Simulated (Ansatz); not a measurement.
Trial structure of P, not yet relaxed:

```
P
1.0
     2.79709   -3.02849    0.00000
     2.79709    3.02849    0.00000
     0.00000    0.00000    3.30099
P
4
Direct
  0.47265 0.15227 0.86544
  0.52735 0.84773 0.36544
  0.84773 0.52735 0.63456
  0.15227 0.47265 0.13456
```

Method: DFT PBE, scalar-relativistic, plane waves, PAW in Ansatz. Plane waves to 420 eV, a k mesh through Γ of 4×4×6 on the computed 4-atom cell and Gaussian smearing (0.10 eV); no spin polarisation.

Energies count from the standard state of P at the same level. The references include black phosphorus.

**Question.** Estimate its pressure, forces and energy as it stands.

**Answer.** The pressure is 30.6 GPa (the mean over three directions, positive in compression), the largest force is 1.35 eV/Å, and the energy is +0.89 eV/atom against the standard state. The shortest distance is 2.10 Å.

**Question.** Is it a good guess?

**Answer.** A rough one: relaxing gains about 0.79 eV/atom (the start's value is from the coarse mesh, so the gain is rough) in 27 ionic steps and ends at +0.09 eV/atom on the finer mesh. The symmetry goes from C222_1 (No. 20) to Cmcm (No. 63). The volume per atom grows by 32.0 %, from 14.0 to 18.5 Å³. The shortest distance goes from 2.10 Å (P–P) to 2.26 Å (P–P). Conventional cell: a = 5.309 Å, b = 8.288 Å, c = 3.355 Å. P has 3 P at 2.26–2.29 Å.

The last run used a 10×10×14 mesh (in the run's order of axes) for its 4-atom cell and Gaussian smearing of 0.10 eV. No dispersion correction is applied, so the spacing and binding between layers, chains or molecules are poorly described. The reference form of P is held partly by dispersion forces, which this level lacks. The relaxation can't lower the symmetry of the start, and the grade says only how near the guess is to its own end. A structure relaxed within its symmetry needn't be a true minimum.
